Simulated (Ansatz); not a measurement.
Runs of Ansatz 0.2.0 on Sb. Symmetry: Im-3m, No. 229, cubic system. Conventional cell: a = 3.743 Å, b = 3.743 Å, c = 3.743 Å, α = 90.00°, β = 90.00°, γ = 90.00°. Around Sb (site symmetry m-3m) lie 8 Sb at 3.24 Å. This isn't the form of Sb at room conditions, which is rhombohedral.

```tsv
level	spin	k mesh	cutoff (eV)	gap on the mesh (eV)	pressure (GPa)
PBEsol	off	10 × 10 × 10	420	none	(a)
revPBE	off	10 × 10 × 10	420	none	4.2
LDA	SOC, no magnetisation	7 × 7 × 7	420	none	(b)
r2SCAN	off	10 × 10 × 10	500	none	2.5
PBEsol	SOC, no magnetisation	7 × 7 × 7	420	none	-0.5
```

Alike in all rows: task band structure; potentials or basis Ansatz PAW; cell as given; smearing fermi-dirac 0.05 eV.

Task: Estimate the missing entries.

Result: (a) 0.0; (b) -1.3.

Caveats: the PAW data sets come from PBE, with cores solved anew for the run's functional, which leaves a small shift of forces and pressure; spin-orbit coupling is left out, which moves the levels of the heavy elements (some runs).

A k mesh can miss the band edges, and rows without SOC leave out spin-orbit coupling on Sb.

A gap of «none» marks a metal or a gap under the smearing width.

Runs at the PBE level aren't shown here.
